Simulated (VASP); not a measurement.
# N (Fm-3m) in VASP: single point with PBEsol

Aim: the single point of N with PBEsol.

Program: VASP 6.6.1. These are calculated values, not measurements. Logs are shortened: lines on timing, memory, paths and dates and some standing lists are left out, and cuts for length are marked.

### 1 The crystal as given

The structure is cubic, space group Fm-3m (No. 225). The conventional cell has a = 4.877 Å, b = 4.877 Å, c = 4.877 Å, α = 90.00°, β = 90.00°, γ = 90.00°. N (site symmetry m-3m) has 12 N at 3.45 Å as nearest neighbours.

The real solid is made of molecules; this cell is a model form.

### 2 Single point, PBEsol

Contents of INCAR:

```
SYSTEM = N
PREC = Accurate
ENCUT = 520
EDIFF = 1E-7
ISMEAR = -1
SIGMA = 0.1
LREAL = .False.
LASPH = .True.
NELM = 100
ALGO = Fast
ISIF = 2
LWAVE = .False.
LCHARG = .False.
GGA = PS
NBANDS = 8
```

Contents of KPOINTS:

```
Automatic mesh
0
Gamma
  6 6 6
  0 0 0
```

Contents of POSCAR:

```
N
1.0
    0.0000000000      2.4385000000      2.4385000000
    2.4385000000      0.0000000000      2.4385000000
    2.4385000000      2.4385000000      0.0000000000
N
1
Direct
    0.5000000000      0.5000000000      0.5000000000
```

Potentials or basis: VASP PAW PBE potentials, release 64 (N).

On the command line:

```bash
$ cat potpaw_PBE.64/N/POTCAR > POTCAR
$ mpirun -np 1 vasp_std > vasp.out
```

OUTCAR:

```text
SYSTEM = N
   PREC = Accurate
   ENCUT = 520
   EDIFF = 1E-7
   ISMEAR = -1
   LREAL = .False.
   LASPH = .True.
   NELM = 100
   ISIF = 2
   GGA = PS

 ion  position               nearest neighbor table
   1  0.500  0.500  0.500-

  LATTYP: Found a face centered cubic cell.
 ALAT       =     4.8770000000

  Lattice vectors:

 A1 = (   0.0000000000,   2.4385000000,   2.4385000000)
 A2 = (   2.4385000000,   0.0000000000,   2.4385000000)
 A3 = (   2.4385000000,   2.4385000000,   0.0000000000)

Analysis of symmetry for initial positions (statically):
=====================================================================
 Subroutine PRICEL returns:
 Original cell was already a primitive cell.

 Routine SETGRP: Setting up the symmetry group for a
 face centered cubic supercell.

 Subroutine GETGRP returns: Found 48 space group operations
 (whereof 48 operations were pure point group operations)
 out of a pool of 48 trial point group operations.

The static configuration has the point symmetry O_h .

Analysis of symmetry for dynamics (positions and initial velocities):
=====================================================================
 Subroutine PRICEL returns:
 Original cell was already a primitive cell.

 Routine SETGRP: Setting up the symmetry group for a
 face centered cubic supercell.

 Subroutine GETGRP returns: Found 48 space group operations
 (whereof 48 operations were pure point group operations)
 out of a pool of 48 trial point group operations.

The dynamic configuration has the point symmetry O_h .

 Subroutine INISYM returns: Found 48 space group operations
 (whereof 48 operations are pure point group operations),
 and found     1 'primitive' translations

----------------------------------------------------------------------------------------

                                     Primitive cell

  volume of cell :      29.0000

  direct lattice vectors                    reciprocal lattice vectors
     0.000000000  2.438500000  2.438500000    -0.205044084  0.205044084  0.205044084
     2.438500000  0.000000000  2.438500000     0.205044084 -0.205044084  0.205044084
     2.438500000  2.438500000  0.000000000     0.205044084  0.205044084 -0.205044084

  length of vectors
     3.448559772  3.448559772  3.448559772     0.355146772  0.355146772  0.355146772

  position of ions in fractional coordinates (direct lattice)
     0.500000000  0.500000000  0.500000000

  ion indices of the primitive-cell ions
   primitive index   ion index
                 1           1

----------------------------------------------------------------------------------------

 KPOINTS: Automatic mesh

Automatic generation of k-mesh.
 Grid dimensions read from file:
 generate k-points for:    6    6    6

 Generating k-lattice:

  Cartesian coordinates                     Fractional coordinates (reciprocal lattice)
    -0.034174014  0.034174014  0.034174014     0.166666667  0.000000000  0.000000000
     0.034174014 -0.034174014  0.034174014     0.000000000  0.166666667  0.000000000
     0.034174014  0.034174014 -0.034174014     0.000000000  0.000000000  0.166666667

  Length of vectors
     0.059191129  0.059191129  0.059191129

  Shift w.r.t. Gamma in fractional coordinates (k-lattice)
     0.000000000  0.000000000  0.000000000

 Subroutine IBZKPT returns following result:
 ===========================================

 Found     16 irreducible k-points:

 Following reciprocal coordinates:
            Coordinates               Weight
  0.000000  0.000000  0.000000      1.000000
  0.166667  0.000000  0.000000      8.000000
  0.333333  0.000000  0.000000      8.000000
  0.500000  0.000000  0.000000      4.000000
  0.166667  0.166667  0.000000      6.000000
  0.333333  0.166667  0.000000     24.000000
[... 8 lines left out ...]
 -0.333333  0.333333  0.166667     24.000000
 -0.333333  0.500000  0.166667     12.000000
   k-points           NKPTS =     16   k-points in BZ     NKDIM =     16   number of bands    NBANDS=      8
   number of dos      NEDOS =    301   number of ions     NIONS =      1
   total plane-waves  NPLWV =  21952
   dimension x,y,z NGX =    28 NGY =   28 NGZ =   28
   dimension x,y,z NGXF=    56 NGYF=   56 NGZF=   56
   ions per type =               1
   NGX,Y,Z   is equivalent  to a cutoff of  13.50, 13.50, 13.50 a.u.
   NGXF,Y,Z  is equivalent  to a cutoff of  27.00, 27.00, 27.00 a.u.
 SYSTEM =  N
   PREC   = accura    normal or accurate (medium, high low for compatibility)
   ISTART =      0    job   : 0-new  1-cont  2-samecut
   ICHARG =      2    charge: 1-file 2-atom 10-const
   ISPIN  =      1    spin polarized calculation?
   LNONCOLLINEAR =      F non collinear calculations
   LSORBIT =      F    spin-orbit coupling
   LASPH  =      T    aspherical Exc in radial PAW
   ENCUT  =  520.0 eV  38.22 Ry    6.18 a.u.   6.41  6.41  6.41*2*pi/ulx,y,z
   NELM   =    100;   NELMIN=  2; NELMDL= -5     # of ELM steps
   EDIFF  = 0.1E-06   stopping-criterion for ELM
   LREAL  =      F    real-space projection
   EDIFFG = 0.1E-05   stopping-criterion for IOM
   NSW    =      0    number of steps for IOM
   IBRION =     -1    ionic relax: 0-MD 1-quasi-New 2-CG
   NFREE  =      0    steps in history (QN), initial steepest desc. (CG)
   ISIF   =      2    stress and relaxation
   ISYM   =      2    0-nonsym 1-usesym 2-fastsym
   POTIM  = 0.5000    time-step for ionic-motion
   TEBEG  =    0.0;   TEEND  =   0.0 temperature during run
   PSTRESS=    0.0 pullay stress
   NELECT =       5.0000    total number of electrons
   NUPDOWN=      -1.0000    fix difference up-down
   EMIN   =  10.00;   EMAX   =-10.00  energy-range for DOS
   EFERMI =   0.00;   METHOD = LEGACY
   ISMEAR =    -1;   SIGMA  =   0.10  broadening in eV -4-tet -1-fermi 0-gaus
   EFERMI_NEDOS =   21; number of points for ismear=-14 and -15
   IALGO  =     68    algorithm
   IMIX   =      4    mixing-type and parameters
     AMIX     =   0.40;   BMIX     =  1.00
     AMIX_MAG =   1.60;   BMIX_MAG =  1.00
  volume/ion in A,a.u.               =      29.00       195.70
  Fermi-wavevector in a.u.,A,eV,Ry     =   0.911169  1.721859 11.295940  0.830228
  Thomas-Fermi vector in A             =   2.035416
   LORBIT       =      0    0 simple, 1 ext, 2 COOP (PROOUT), +10 PAW based schemes
   GGA     = PS    functional components
   LHFCALC =     F    Hartree Fock is set to
   AEXX    =    0.0000 exact exchange contribution
   IVDW    =     0    specifies the selected vdW correction
   LEPSILON=     F    determine dielectric tensor
   LRPA    =     F    only Hartree local field effects (RPA)
 non-spin polarized calculation
 RMM-DIIS sequential band-by-band and
  energy-cutoff  :      520.00
  volume of cell :       29.00
 maximum number of plane-waves:       797
 NGX is ok and might be reduce to    28
   NGX = 13   NGY = 13   NGZ = 13

 number of electron       5.0000000 magnetization

 Free energy of the ion-electron system (eV)
  ---------------------------------------------------
  ext. energy  EPLUGINS =         0.00000000
  ---------------------------------------------------
  free energy    TOTEN  =        -1.28745626 eV

  energy without entropy =       -1.15128838  energy(sigma->0) =       -1.21937232

 E-fermi :  -4.4495     XC(G=0):  -6.6818

 val. band max:       -4.4658089330   @ k =  -0.3333   0.5000   0.1667
 cond. band min:      -4.3969482790   @ k =   0.5000   0.5000   0.0000
 fundamental gap:      0.0688606539
 Fermi energy:        -4.4494788632

 k-point     1 :       0.0000    0.0000    0.0000
  band No.  band energies     occupation
      1     -16.5103      2.00000
      2      -3.8725      0.00622
      3      -3.8725      0.00622
      4      -3.8725      0.00622
      5       2.9314      0.00000
      6      14.6346      0.00000
      7      14.6346      0.00000
      8      14.6346      0.00000

 k-point     2 :       0.1667    0.0000    0.0000
  band No.  band energies     occupation
      1     -16.3960      2.00000
      2      -4.3783      0.65858
      3      -3.9155      0.00955
      4      -3.9155      0.00955
      5       3.6733      0.00000
      6      11.9595      0.00000
      7      14.7141      0.00000
      8      14.7141      0.00000

 k-point     3 :       0.3333    0.0000    0.0000
  band No.  band energies     occupation
      1     -16.1523      2.00000
      2      -5.2555      1.99937
      3      -3.9990      0.02188
      4      -3.9990      0.02188
      5       5.2871      0.00000
      6       9.2807      0.00000
      7      14.0651      0.00000
      8      14.0651      0.00000

 k-point     4 :       0.5000    0.0000    0.0000
  band No.  band energies     occupation
      1     -16.0224      2.00000
      2      -5.6547      1.99999
      3      -4.0397      0.03267
      4      -4.0397      0.03267
      5       6.8466      0.00000
      6       7.4695      0.00000
      7      13.6357      0.00000
      8      13.6357      0.00000

 k-point     5 :       0.1667    0.1667    0.0000
  band No.  band energies     occupation
      1     -16.3584      2.00000
      2      -4.3734      0.63677
      3      -4.0077      0.02384
      4      -4.0077      0.02384
      5       3.8917      0.00000
      6      12.0015      0.00000
      7      14.2783      0.00000
      8      14.4414      0.00000
[... 89 lines left out ...]
 k-point    14 :       0.5000    0.3333    0.1667
  band No.  band energies     occupation
      1     -15.9929      2.00000
      2      -5.1873      1.99875
      3      -4.5205      1.34075
      4      -4.1971      0.14845
      5       6.3288      0.00000
      6       9.5701      0.00000
      7       9.9929      0.00000
      8      13.9151      0.00000

 k-point    15 :      -0.3333    0.3333    0.1667
  band No.  band energies     occupation
      1     -15.9072      2.00000
      2      -5.2108      1.99901
      3      -4.7365      1.89275
      4      -4.2921      0.34333
      5       7.4223      0.00000
      6       8.4048      0.00000
      7       9.7994      0.00000
      8      13.4335      0.00000

 k-point    16 :      -0.3333    0.5000    0.1667
  band No.  band energies     occupation
      1     -15.8687      2.00000
      2      -5.2034      1.99894
      3      -4.6820      1.82188
      4      -4.4658      1.08147
      5       7.1704      0.00000
      6       9.1319      0.00000
      7       9.1612      0.00000
      8      13.2319      0.00000

------------------------ aborting loop because EDIFF is reached ----------------------------------------

  FORCE on cell =-STRESS in cart. coord.  units (eV):
  Direction    XX          YY          ZZ          XY          YZ          ZX
  --------------------------------------------------------------------------------------
  -------------------------------------------------------------------------------------
  Total       -1.8090805     -1.8090805     -1.8090805      0.0000000      0.0000000     -0.0000000
  in kB      -99.9470996    -99.9470996    -99.9470996      0.0000000      0.0000000     -0.0000000
  external PRESSURE =     -99.9470996 kB  Pullay stress =       0.0000000 kB

 VOLUME and BASIS-vectors are now :
 -----------------------------------------------------------------------------
  energy-cutoff  :      520.00
  volume of cell :       29.00
      direct lattice vectors                 reciprocal lattice vectors
     0.000000000  2.438500000  2.438500000    -0.205044084  0.205044084  0.205044084
     2.438500000  0.000000000  2.438500000     0.205044084 -0.205044084  0.205044084
     2.438500000  2.438500000  0.000000000     0.205044084  0.205044084 -0.205044084

 POSITION                                       TOTAL-FORCE (eV/Angst)
 -----------------------------------------------------------------------------------
      2.43850      2.43850      2.43850        -0.000000     -0.000000      0.000000
 -----------------------------------------------------------------------------------
    total drift:                                0.000000      0.000000      0.000000

  FREE ENERGIE OF THE ION-ELECTRON SYSTEM (eV)
  ---------------------------------------------------
  free  energy   TOTEN  =        -1.2874562631 eV

  energy  without entropy=       -1.1512883835  energy(sigma->0) =       -1.21937232
```

It took 3.1 s on 1 thread of AMD EPYC 9R45 (Zen 5), shared host; peak memory 0.11 GiB.

Results:

* Free energy: -1.2875 eV
* Pressure: -10.0 GPa
* Band gap on the k mesh: none (metal or under the smearing width)

Caveat: the k mesh is coarse (spacing up to 0.37 Å⁻¹), so the values aren't converged; the PAW data sets were made with another functional, which shifts forces and pressure a little.
